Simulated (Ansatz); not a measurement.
# CaSe: the cost of one run

Method: plane waves, PAW, in Ansatz 0.2.0.

## (1) The structure to begin with

Symmetry: F-43m, No. 216, cubic system. The conventional cell has a = 6.559 Å, b = 6.559 Å, c = 6.559 Å, α = 90.00°, β = 90.00°, γ = 90.00°. Ca (site symmetry -43m) is surrounded by 4 Se at 2.84 Å. Around Se (site symmetry -43m) lie 4 Ca at 2.84 Å.

Coordinates:

```cif
data_structure
_symmetry_space_group_name_H-M 'F-43m'
_symmetry_Int_Tables_number 216
_cell_length_a 6.5591
_cell_length_b 6.5591
_cell_length_c 6.5591
_cell_angle_alpha 90.000
_cell_angle_beta 90.000
_cell_angle_gamma 90.000
_cell_volume 282.19
loop_
_atom_site_label
_atom_site_type_symbol
_atom_site_symmetry_multiplicity
_atom_site_Wyckoff_symbol
_atom_site_fract_x
_atom_site_fract_y
_atom_site_fract_z
_atom_site_occupancy
Ca1 Ca 4 a 0.00000 0.00000 0.00000 1
Se1 Se 4 d 0.25000 0.25000 0.75000 1
```

The cell was relaxed beforehand with r2SCAN; those runs aren't shown.

## (2) PBE, anion s p, 4×4×4

Input file input.yaml:

```yaml
crystal:
  lattice:
    - [0.0, 3.2795613712, 3.2795613712]
    - [3.2795613712, 0.0, 3.2795613712]
    - [3.2795613712, 3.2795613712, 0.0]
  atoms:
    - { symbol: Ca, position: [0.0, 0.0, 0.0] }
    - { symbol: Se, position: [0.25, 0.25, 0.25] }
kpoints:
  mp_grid: { grid: [6, 6, 6] }
  band_path:
    path:
      - [[0.0, 0.0, 0.0], [-0.5, -0.5, -3.107349706995e-34], [-0.375, -0.375, 0.25]]
      - [[-0.375, 8.464145788094e-17, 0.375], [0.0, 0.0, 0.0], [-1.000803127186e-17, -1.000803127186e-17, 0.5], [-0.5, -0.25, 0.25], [-0.5, -0.5, -3.107349706995e-34]]
    npoints: 10
hamiltonian:
  xc: pbe
scf:
  occupations: { method: fixed }
  n_extra_bands: 6
output:
  forces: false
  stress: false
  eigenvalues: true
  wannier:
    kmesh: [4, 4, 4]
    projections: [{ species: Se, l: s, shell: 4 }, { species: Se, l: p, shell: 4 }]
    minimise: true
    write_hr: true
    conv_tol: 1.0e-08
    max_iter: 3000
  write_density: true
  write_potential: true
  elf: true
  volumetric_format: npy
```

Launch:

```console
ansatz run input.yaml --threads 4 --pin off --max-ram 3686MiB --backend cpu --events-out ev --progress --plain --runs-dir out
```

Q: Estimate wall time and peak memory on 4 threads of Arm Neoverse V1, shared host.

About 2.1 s, with a peak of 0.3 GiB.
